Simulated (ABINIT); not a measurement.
**AlAs (F-43m): G0W0 with and without spin-orbit coupling**

Is the spin-orbit change of the gap of AlAs (F-43m) the same in DFT and in GW?

Program: ABINIT 10.8.3. Level of theory: PBE and many-body steps on it, plane waves. Results are calculated unless marked as measured.

**What was measured.**

- Gap 3.018 eV: lowest direct gap at Gamma; earlier measurement quoted from literature, technique not stated; 300 K; bulk crystal (pure AlAs, literature value used as model input) (quoted in “Simultaneous Measurement of Mid-Infrared Refractive Indices in Thin-Film Heterostructures: Methodology and Results for GaAs/AlGaAs”, 2023, arxiv:2301.08293).

This is a report of a sequence of runs, with most program output left out.

### Step 1. The structure

The structure is cubic, space group F-43m (No. 216). The conventional cell has a = 5.661 Å, b = 5.661 Å, c = 5.661 Å, α = 90.00°, β = 90.00°, γ = 90.00°. Al has 4 As at 2.45 Å nearest. As has 4 Al at 2.45 Å nearest. Farther neighbours are not listed.

Structure file:

```cif
data_structure
_symmetry_space_group_name_H-M 'F-43m'
_symmetry_Int_Tables_number 216
_cell_length_a 5.6608
_cell_length_b 5.6608
_cell_length_c 5.6608
_cell_angle_alpha 90.000
_cell_angle_beta 90.000
_cell_angle_gamma 90.000
_cell_volume 181.40
loop_
_atom_site_label
_atom_site_type_symbol
_atom_site_symmetry_multiplicity
_atom_site_Wyckoff_symbol
_atom_site_fract_x
_atom_site_fract_y
_atom_site_fract_z
_atom_site_occupancy
Al1 Al 4 a 0.00000 0.00000 0.00000 1
As1 As 4 d 0.25000 0.25000 0.75000 1
```

The cell and positions come from the Crystallography Open Database and are kept as given unless a step says otherwise.

### Step 2. Empty states on the mesh, 4×4×4 mesh, 35 bands

This step: ABINIT 10.8.3; DFT, PBE, plane waves, norm-conserving pseudopotentials.

The sums over transitions need many empty states on a uniform mesh; this step solves for them.

Contents of run.abi:

```
acell 3*1.0 Angstrom
rprim 
  0.000000000000 2.830400000000 2.830400000000
  2.830400000000 0.000000000000 2.830400000000
  2.830400000000 2.830400000000 -0.000000000000
ntypat 2
znucl 13 33
natom 2
typat 1 2
xred 
  0.000000000000 0.000000000000 0.000000000000
  0.250000000000 0.250000000000 0.250000000000
pp_dirpath "pseudos"
pseudos "Al.upf, As.upf"
ecut 38
ngkpt 4 4 4
nshiftk 1
shiftk 0 0 0
kptopt 1
chksymbreak 0
iscf -2
irdden 1
istwfk *1
nband 35
nbdbuf 4
tolwfr 1e-09
nstep 60
prtvol 0
indata_prefix "in"
outdata_prefix "out"
tmpdata_prefix "tmp"
```

Started as:

```bash
$ OMP_NUM_THREADS=1 mpirun -n 4 abinit run.abi > log
```

The job ended after 6.8 s (4 MPI ranks of Arm Neoverse V2, shared host; peak memory 0.29 GiB; 27 s of CPU time).

Numbers from this step:

```yaml
gap: 1.436 eV
k_of_the_valence_top: 0, 0, 0
k_of_the_conduction_bottom: 0.5, 0.5, 0
least_direct_gap: 2.045 eV
k_points_computed: 8
lowest_point_of_the_top_converged_band_above_the_valence_top: 26.81 eV
```

On this mesh the gap is 1.436 eV.

The density comes from a self-consistent run that is not shown.

### Step 3. Screening, 4×4×4 mesh, 31 bands, screening to 98 eV

The RPA dielectric matrix is built and inverted for each q.

This step: RPA screening on PBE, plane waves, norm-conserving pseudopotentials.

Changes to run.abi since step 2:

```diff
@@ -20,10 +20,11 @@
 chksymbreak 0
-iscf -2
-irdden 1
 istwfk *1
-nband 35
-nbdbuf 4
-tolwfr 1e-09
-nstep 60
-prtvol 0
+occopt 1
+irdwfk 1
+optdriver 3
+nband 31
+ecuteps 3.6
+inclvkb 0
+awtr 1
+symchi 1
 indata_prefix "in"
```

It took 4.5 s on 4 MPI ranks; peak memory 0.46 GiB; 18 s of CPU time.

This step gave:

- ε∞ with local fields, on this mesh, along the program's q direction: 13.85
- the same without local fields: 15.62
- plasma frequency: 23.39 eV
- plane waves in the screening matrix: 113

Local fields lower ε∞ by 11 %. On a Γ-centred mesh this coarse the value itself is usually too large, while a short band sum pulls it down.

### Step 4. Scalar-relativistic

The self-energy is evaluated for the states that the input lists, and the levels follow from it, in one-shot runs by the linearised quasiparticle equation.

This step: G0W0 on PBE, plane waves, norm-conserving pseudopotentials.

Changes to run.abi since step 3:

```diff
@@ -23,8 +23,17 @@
 irdwfk 1
-optdriver 3
+optdriver 4
 nband 31
+gwcalctyp 0
+ecutsigx 38
+symsigma 1
+nkptgw 2
+kptgw 
+  0.0000000000 0.0000000000 0.0000000000
+  0.5000000000 0.5000000000 0.0000000000
+bdgw 
+  7 13
+  8 11
 ecuteps 3.6
-inclvkb 0
-awtr 1
-symchi 1
+irdscr 1
+ppmodel 1
 indata_prefix "in"
```

Wall time 3.1 s (4 MPI ranks); peak memory 0.62 GiB; 12 s of CPU time.

This step gave:

| Item | Value |
| --- | --- |
| G0W0 gap on the points computed | 2.284 eV |
| starting gap on the mesh | 1.436 eV |
| k of the valence top | 0, 0, 0 |
| k of the conduction bottom | 0.5, 0.5, 0 |
| Z at the valence top | 0.787 |
| Z at the conduction bottom | 0.803 |
| least direct G0W0 gap on the computed points | 3.053 eV |

The gap on the mesh goes from 1.44 eV to 2.28 eV, a correction of +0.85 eV.

### Step 5. Empty states on the mesh, 4×4×4 mesh, 68 bands

This step: DFT, PBE with spin-orbit coupling, plane waves, norm-conserving pseudopotentials.

Changes to run.abi since step 4:

```diff
@@ -15,2 +15,3 @@
 ecut 38
+nspinor 2
 ngkpt 4 4 4
@@ -20,20 +21,10 @@
 chksymbreak 0
+iscf -2
+irdden 1
 istwfk *1
-occopt 1
-irdwfk 1
-optdriver 4
-nband 31
-gwcalctyp 0
-ecutsigx 38
-symsigma 1
-nkptgw 2
-kptgw 
-  0.0000000000 0.0000000000 0.0000000000
-  0.5000000000 0.5000000000 0.0000000000
-bdgw 
-  7 13
-  8 11
-ecuteps 3.6
-irdscr 1
-ppmodel 1
+nband 68
+nbdbuf 6
+tolwfr 1e-09
+nstep 60
+prtvol 0
 indata_prefix "in"
```

Wall time 30 s (4 MPI ranks); peak memory 0.36 GiB; 2 min of CPU time.

This step gave:

```
gap                                                           : 1.337 eV
k of the valence top                                          : 0, 0, 0
k of the conduction bottom                                    : 0.5, 0.5, 0
least direct gap                                              : 1.948 eV
k points computed                                             : 8
lowest point of the top converged band, above the valence top : 26.72 eV
```

On this mesh the gap is 1.337 eV.

The density comes from a self-consistent run that is not shown, made with spin-orbit coupling and fully relativistic files.

### Step 6. Screening, 4×4×4 mesh, 62 bands, screening to 98 eV

This step: RPA screening on PBE with spin-orbit coupling, plane waves, norm-conserving pseudopotentials.

Changes to run.abi since step 5:

```diff
@@ -21,10 +21,11 @@
 chksymbreak 0
-iscf -2
-irdden 1
 istwfk *1
-nband 68
-nbdbuf 6
-tolwfr 1e-09
-nstep 60
-prtvol 0
+occopt 1
+irdwfk 1
+optdriver 3
+nband 62
+ecuteps 3.6
+inclvkb 0
+awtr 1
+symchi 1
 indata_prefix "in"
```

The job ended after 28 s (4 MPI ranks; peak memory 0.96 GiB; 1.9 min of CPU time).

Numbers from this step:

```yaml
eps_infinity_with_local_fields_on_this_mesh_along_the_program_s_q_direction: 13.86
the_same_without_local_fields: 15.62
plasma_frequency: 23.39 eV
plane_waves_in_the_screening_matrix: 113
```

### Step 7. With spin-orbit coupling

This step: G0W0 on PBE with spin-orbit coupling, plane waves, norm-conserving pseudopotentials.

Changes to run.abi since step 6:

```diff
@@ -24,8 +24,17 @@
 irdwfk 1
-optdriver 3
+optdriver 4
 nband 62
+gwcalctyp 0
+ecutsigx 38
+symsigma 0
+nkptgw 2
+kptgw 
+  0.0000000000 0.0000000000 0.0000000000
+  0.5000000000 0.5000000000 0.0000000000
+bdgw 
+  15 22
+  15 22
 ecuteps 3.6
-inclvkb 0
-awtr 1
-symchi 1
+irdscr 1
+ppmodel 1
 indata_prefix "in"
```

It took 45 s on 4 MPI ranks; peak memory 1.2 GiB.

Numbers from this step:

* G0W0 gap on the points computed: 2.187 eV
* starting gap on the mesh: 1.337 eV
* k of the valence top: 0, 0, 0
* k of the conduction bottom: 0.5, 0.5, 0
* Z at the valence top: 0.788
* Z at the conduction bottom: 0.803
* least direct G0W0 gap on the computed points: 2.959 eV

Against G0W0 in ABINIT (4×4×4 mesh, 31 bands, screening to 98 eV, Godby-Needs plasmon pole), the gap moves by −0.097 eV.

### Step 8. Side by side

Times are wall times on 4 MPI ranks of Arm Neoverse V2, shared host, good to a factor of about two. A run's time includes the screening step that it read.

| run | mesh | bands | screening cutoff (eV) | DFT gap (eV) | gap on the mesh (eV) | direct (eV) | ε∞ used | time |
| --- | --- | --- | --- | --- | --- | --- | --- | --- |
| scalar-relativistic | 4×4×4 | 31 | 98 | 1.436 | 2.284 | 3.053 | 13.85 | 7.7 s |
| with spin-orbit coupling | 4×4×4 | 62 | 98 | 1.337 | 2.187 | 2.959 | 13.86 | 74 s |

### Step 9. Summary of results

```json
{
 "scalar-relativistic": "2.284 eV",
 "with spin-orbit coupling": "2.187 eV",
 "known limits": "not at the basis limit; exchange with frozen shells missing; screening head approximate; no spin-orbit coupling in some runs; coarse k mesh"
}
```

What this shows: With spin-orbit coupling: −0.097 eV against scalar-relativistic, −0.099 eV of it in the start. Against experiment, by with spin-orbit coupling: the direct gap of 2.96 eV lies −0.06 eV from the measured 3.018 eV (direct, 300 K, quoted 2023). An exciton line or allowed optical edge lies below the quasiparticle gap by the binding energy; a forbidden edge can push the onset above it. These are gaps on the mesh, at modest bands and cutoff. The calculation has static nuclei and no excitons; a measured gap holds zero-point and thermal motion, which mostly lowers it. Bands and cutoff are finite, so the gap is not at the basis limit. The miss can reach some tenths of an eV and take either sign; the mesh is an error of its own. In the G0W0 runs levels were corrected at 2 k points alone, so a gap called «on the mesh» is the least over those, and an edge elsewhere would be missed. The 4×4×4 mesh is coarse for this cell, which bears on the long-range parts of exchange and screening. The norm-conserving file of at least one element keeps a d shell over frozen s and p shells of the same row. Exchange with those shells is missing from the self-energy, an error of 0.3 to 0.9 eV in cases checked, whose sign depends on which edge lies on those atoms. The long-wavelength limit of the screening leaves out the non-local commutator, which shifts ε∞.

[Paths, hosts, dates, memory and timing lines, banners, echoed tables and standing remarks are left out of the program output.]

[Logs are printed without paths, hosts, clocks, repeated set-up lines and the standing remarks that a program may print on its own settings, such as how far it seeks lower states.]

[Runs of the session that timed out or met a known fault of the program may be left out.]

[Hosts, paths, dates, database ids (printed as entryN), source tags and the programs' standing remarks are cut or masked in the printed files.]

[G0W0 gaps are taken among the corrected bands and points alone; a level outside them can change the order at an edge.]

[Where Ansatz stands beside ABINIT at settings called matched, ABINIT's density can come from a denser mesh and the files from another edition; pairs whose starting gaps differed by over 0.03 eV were left out, so agreement reads better than it is.]
